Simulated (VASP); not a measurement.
Wanted: the native input for a VASP 6.6.1 run.

```
Task                   : single point
Functional             : PBEsol
Potentials or basis    : VASP PAW PBE potentials, release 64 (Zn, F)
Cutoff                 : 520 eV
k mesh                 : 4 × 4 × 6
Occupations            : gaussian, width 0.1 eV
Spin                   : no spin polarisation
Dipole correction      : no
Further INCAR settings : ALGO = Fast; EDIFF = 1e-07; NBANDS = 35
```

The structure of ZnF2 lies in POSCAR:

```
ZnF2
1.0
    4.6976944102      0.0000000000      0.0000000000
    0.0000000000      4.7241587090      0.0000000000
    0.0000000000      0.0000000000      3.1290943711
Zn F
2 4
Direct
    0.0000000000      0.0000000000      0.0000000000
    0.5000000000      0.5000000000      0.5000000000
    0.3014627602      0.3057973253      0.0000000000
    0.1985372398      0.8057973253      0.5000000000
    0.6985372398      0.6942026747      0.0000000000
    0.8014627602      0.1942026747      0.5000000000
```

The cell was built by a generator and needn't be a form met in nature.

These files were run (other wordings do the same):

INCAR

```
SYSTEM = ZnF2
ALGO     = Fast           ! electronic algorithm
EDIFF    = 1E-7           ! SCF threshold, eV
ENCUT    = 520            ! plane-wave cutoff, eV
GGA      = PS             ! functional
ISIF     = 2              ! what is computed and relaxed
ISMEAR   = 0              ! smearing method
LASPH    = .True.         ! aspherical terms in the spheres
LCHARG   = .False.        ! write CHGCAR
LREAL    = .False.        ! projectors in reciprocal space
LWAVE    = .False.        ! write WAVECAR
NBANDS   = 35             ! bands
NELM     = 100            ! most SCF steps
PREC     = Accurate       ! precision mode
SIGMA    = 0.1            ! smearing width, eV
```

KPOINTS

```
k-points
0
Gamma
  4 4 6
  0 0 0
```

Potentials or basis: VASP PAW PBE potentials, release 64 (Zn, F).

Run with:

```sh
$ cat potpaw_PBE.64/Zn/POTCAR potpaw_PBE.64/F/POTCAR > POTCAR
$ mpirun -np 1 vasp_std > vasp.out
```

It gave:

```json
{"Pressure": "0.9 GPa", "Largest force": "0.007 eV/Å", "Band gap on the k mesh": "3.36 eV, direct"}
```

Caveat: the PAW data sets were made with another functional, which shifts forces and pressure a little.

Wall time 45 s on 1 thread of Intel(R) Xeon(R) Platinum 8375C CPU @ 2.90GHz (Ice Lake) (shared host), peak memory 0.21 GiB.
